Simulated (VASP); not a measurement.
Here is a VASP 6.6.1 calculation.

Contents of INCAR:

```
PREC = Accurate
ENCUT = 520
EDIFF = 1E-7
ISMEAR = -1
SIGMA = 0.05
LREAL = False
LASPH = True
NELM = 100
ALGO = Fast
ISIF = 2
LWAVE = False
LCHARG = False
GGA = PE
NBANDS = 12
```

The input KPOINTS:

```
regular mesh
0
Gamma
  12 12 12
```

File POSCAR:

```
Zn
1.0
    0.0000000000      1.9777881408      1.9777881408
    1.9777881408      0.0000000000      1.9777881408
    1.9777881408      1.9777881408      0.0000000000
Zn
1
Direct
    0.0000000000      0.0000000000      0.0000000000
```

Potentials or basis: VASP PAW PBE potentials, release 64 (Zn).

Run with:

```console
$ cat potpaw_PBE.64/Zn/POTCAR > POTCAR
$ mpirun -np 1 vasp_std > vasp.out
```

Q: What does it give for the pressure?

A: -1.1 GPa.

Q: What does it give for the band gap on the k mesh?

A: None (metal or under the smearing width).
